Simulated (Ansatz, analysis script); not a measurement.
# Free-standing triangular V monolayer, spacing 2.841 Å: spin spirals and exchange, part 2 of 2

Wanted: E(q) and the moments of a free-standing triangular V monolayer, spacing 2.841 Å along a path through the zone.

Ansatz 0.2.0; PBEsol, PAW set soft_1 (files made for PBE).

So far. Step 6 (q = (0.167, 0, 0)): The energy of the cell lies 38.2 meV above that at q = 0, and the largest moment is 2.37 μB against 2.46 μB.

**7. q = (0.333, 0, 0)**

Level of this step: Ansatz DFT, spin spiral by the generalised Bloch theorem, no spin-orbit coupling; PBEsol, PAW set soft_1; PAW set soft_1 (Ansatz).

The input, input.yaml:

```yaml
crystal:
  lattice:
    - [2.841, 0.0, 0.0]
    - [-1.4205, 2.460378, 0.0]
    - [0.0, 0.0, 14.0]
  atoms:
    - { symbol: V, position: [0.0, 0.0, 0.5], spin: 2.48, spin_axis: [1.0, 0.0, 0.0] }
kpoints:
  mp_grid: { grid: [24, 24, 1] }
hamiltonian:
  xc: pbesol
  pseudopotentials: { kind: paw, azcp: { folder: soft_1 }, xc_functional: pbe }
scf:
  occupations: { method: fermi_dirac, width: 0.05 }
  max_iter: 120
  convergence: { dr2_threshold: 1.0e-08 }
  lower_state_search: "off"
basis:
  ecutwfc: 420.0
magnetization:
  noncollinear: true
  spin_spiral: { q: [0.33333333, 0.0, 0.0] }
checkpoint:
  read: start
```

Started as:

```console
$ ansatz run input.yaml --threads 1 --pin off --max-ram 2048MiB --backend cpu --events-out ev --progress --plain --runs-dir out
```

Numbers of over 12 decimals in the logs are rounded to 6 here.

The log of the run:

```text
[...]
Crystal: 1 atoms, lattice volume = 97.859 Å³
Basis set: ecut = 420 eV, 1919 PW (Γ)
Bands: 22, of which v1, the nominal top of the filled ones, is band 13 counted from 1 (12 counted from 0)
Symmetry: 4 space group operations
k-points: 157 of 576
[...]
SCF iter  12: F=-2882.388031 eV  HF=-2882.388031 eV  |F-HF|=1.14e-11  |Δ(HF+E_count)|=   1.53e-9  Δρ=8.11e-7  dr2=3.22e-10  dr2_m=1.66e-10  ethr=5.03e-11  |M|=2.58e0 ∫|m|=2.74e0 μB  |m|>n=1.4e-2 m-floor=1.4e-2 τ_xc=3.2e-2 mc-row=1.4e-2  ⟨swp⟩=1.0  Hψ=9961  notcnv=0
SCF 1 converged in 12 iterations: F = -2882.388031 eV  dr2 = 3.22e-10
[...]
SCF converged after 12 iterations
Magnetization: |M| = 2.5845 μB,  M = (+2.5845, +0.0000, +0.0000) μB
Absolute magnetization: 2.7448 μB (∫|m|, with the PAW one-centre terms)
  site 0: m = (+2.2881, +0.0000, +0.0000) μB, |m| = 2.2881 μB  (R = 1.17 Å)
Free energy (F): -2882.388031 eV
[...]
Internal energy: -2882.357362 eV  (E = F + TS)
E sigma→0 (E₀):  -2882.372696 eV
Entropy (-TS):   -0.030668 eV (-30.668 meV/atom)
Fermi energy:    -1.301570 eV
[...]
```

It took 47 s on 1 thread of Intel Xeon 6975P-C (Granite Rapids), shared host; peak memory 0.94 GiB.

The energy of the cell lies 19.0 meV above that at q = 0, and the largest moment is 2.29 μB against 2.46 μB.

**8. q = (0.5, 0, 0)**

input.yaml, as its differences from that of step 7:

```diff
@@ -21,3 +21,3 @@
   noncollinear: true
-  spin_spiral: { q: [0.33333333, 0.0, 0.0] }
+  spin_spiral: { q: [0.5, 0.0, 0.0] }
 checkpoint:
```

The log of the run:

```text
[...]
Crystal: 1 atoms, lattice volume = 97.859 Å³
Basis set: ecut = 420 eV, 1919 PW (Γ)
Bands: 22, of which v1, the nominal top of the filled ones, is band 13 counted from 1 (12 counted from 0)
Symmetry: 4 space group operations
k-points: 157 of 576
[...]
SCF iter  10: F=-2882.508230 eV  HF=-2882.508230 eV  |F-HF|=8.98e-10  |Δ(HF+E_count)|=   6.00e-9  Δρ=1.45e-6  dr2=1.56e-9  dr2_m=3.48e-10  ethr=7.69e-11  |M|=2.39e0 ∫|m|=2.82e0 μB  |m|>n=1.3e-2 m-floor=1.3e-2 τ_xc=1.0e-2 mc-row=1.3e-2  ⟨swp⟩=1.0  Hψ=9027  notcnv=0
SCF 1 converged in 10 iterations: F = -2882.508230 eV  dr2 = 1.56e-9
[...]
SCF converged after 10 iterations
Magnetization: |M| = 2.3921 μB,  M = (+2.3921, -0.0000, +0.0000) μB
Absolute magnetization: 2.8170 μB (∫|m|, with the PAW one-centre terms)
  site 0: m = (+2.4045, -0.0000, +0.0000) μB, |m| = 2.4045 μB  (R = 1.17 Å)
Free energy (F): -2882.508230 eV
[...]
Internal energy: -2882.489142 eV  (E = F + TS)
E sigma→0 (E₀):  -2882.498686 eV
Entropy (-TS):   -0.019088 eV (-19.088 meV/atom)
Fermi energy:    -1.310558 eV
[...]
```

It took 34 s on 1 thread; peak memory 0.95 GiB.

The energy of the cell lies 101 meV below that at q = 0, and the largest moment is 2.40 μB against 2.46 μB.

The other 5 runs of this kind were made alike; their results stand in the table below.

**9. The spirals together**

```
q (reciprocal lattice)  path length (1/Å)  E(q) − E(0) (meV a magnetic atom)  |m| V no. 1 (μB)
             (0, 0, 0)              0.000                               0.00              2.46
         (0.167, 0, 0)              0.426                              38.18              2.37
          (0.25, 0, 0)              0.638                              64.41              2.30
         (0.333, 0, 0)              0.851                              19.03              2.29
           (0.5, 0, 0)              1.277                            -101.17              2.40
     (0.417, 0.167, 0)              1.645                            -124.97              2.37
     (0.333, 0.333, 0)              2.014                            -131.53              2.35
       (0.25, 0.25, 0)              2.383                             -88.57              2.37
     (0.167, 0.167, 0)              2.751                              38.32              2.26
     (0.083, 0.083, 0)              3.120                              29.05              2.39
             (0, 0, 0)              3.488                               0.00              2.46
```

**10. A spin model**

For rigid moments E(q) is a sum of cosines over neighbour shells, so a fit gives the couplings, and from them an ordering temperature.

E = −Σ J e·e over ordered pairs (each pair twice, J > 0 for parallel moments) is fitted to 9 points (copies by symmetry counted).

The fitted shells:

```
pair  distance (Å)  neighbours a magnetic atom  J (meV)
 V-V         2.841                           6   -22.24
 V-V         4.921                           6    12.45
 V-V         5.682                           6     7.94
 V-V         7.517                          12  -0.2167
 V-V         8.523                           6   -2.686
```

Numbers from this step:

* r.m.s. miss of the fit: 2.646 meV
* ordering temperature, mean field: 795.2 K
* wavevector of the mean-field order: -0.3333, -0.3333, 0 reciprocal lattice

**11. Summary of results**

```
lowest point of the path : q = (0.333, 0.333, 0), -132 meV a magnetic atom from q = 0
highest point            : 64.4 meV a magnetic atom
J of the nearest shell   : -22.2 meV
mean-field temperature   : 795 K
```

**Reading.** The state at q = (0.333, 0.333, 0) lies 132 meV a magnetic atom below the ferromagnetic start, so that start is not the lowest state. The moments change by at most 8 % from their size at q = 0, a modest change. The fit misses by 1.4 % of the energy range, so the shells describe the path well, though few points can't fix distant couplings. In a sheet or chain isotropic couplings alone give no order above 0 K (Mermin and Wagner), so the mean-field number is only an energy scale. The temperatures are those of classical unit spins, and mean field runs high. The 10 spiral runs took 6.1 min of wall time, added up. Energies are free energies at a smearing of 0.05 eV, and with partly filled levels differences shift, at times strongly, as the smearing goes to zero. The cell was taken as built, with atoms unrelaxed. In doubt: the program's search for lower states was switched off, so a lower magnetic state than those reached may exist.

[Logs and program files are shortened in this print: banners, set-up blocks, solver, clock and traceback lines can be left out without a mark of their own.]

[Logs are printed without paths, hosts, clocks, repeated set-up lines and the standing remarks that a program may print on its own settings, such as how far it seeks lower states.]

[Hosts, paths, dates, database ids (printed as entryN), source tags and the programs' standing remarks are cut or masked in the printed files.]
